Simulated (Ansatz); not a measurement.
# ZnAu: the cost of one run

Method: DFT PBE, scalar-relativistic, plane waves, PAW, in Ansatz 0.2.0.

1 further run of the same task is left out (set aside as unsound or not needed).

### 1 The starting structure

The structure is cubic, space group Pm-3m (No. 221). The conventional cell has a = 3.147 Å, b = 3.147 Å, c = 3.147 Å, α = 90.00°, β = 90.00°, γ = 90.00°. Zn (site symmetry m-3m) is surrounded by 8 Au at 2.73 Å. Au (site symmetry m-3m) is surrounded by 8 Zn at 2.73 Å.

Coordinates:

```
CELL_PARAMETERS angstrom
3.14700 0.00000 0.00000
0.00000 3.14700 0.00000
0.00000 0.00000 3.14700
ATOMIC_POSITIONS crystal
Zn 0.50000 0.50000 0.50000
Au 0.00000 0.00000 0.00000
```

The structure comes from the Crystallography Open Database.

### 2 A distortion that keeps the symmetry

The change: strain xx, yy, zz, yz, xz, xy = -1.4, -1.4, -1.4, +0.0, +0.0, +0.0 %.

File input.yaml:

```yaml
crystal:
  lattice:
    - [3.10328817, 0.0, 0.0]
    - [0.0, 3.10328817, 0.0]
    - [0.0, 0.0, 3.10328817]
  atoms:
    - { symbol: Zn, position: [0.5, 0.5, 0.5] }
    - { symbol: Au, position: [0.0, 0.0, 0.0] }
basis:
  ecutwfc: 420
kpoints:
  mp_grid: { grid: [14, 14, 14] }
hamiltonian:
  xc: pbe
scf:
  occupations: { method: gaussian, width: 0.1 }
output:
  forces: true
  stress: true
  eigenvalues: true
```

The run is started by

```
> ansatz run input.yaml --threads 1 --pin off --max-ram 1331MiB --backend cpu --events-out ev --progress --plain --runs-dir out
```

Q: Estimate wall time and peak memory on 1 thread of an x86-64 CPU, shared host.

About 3.9 s, with a peak of 0.4 GiB.
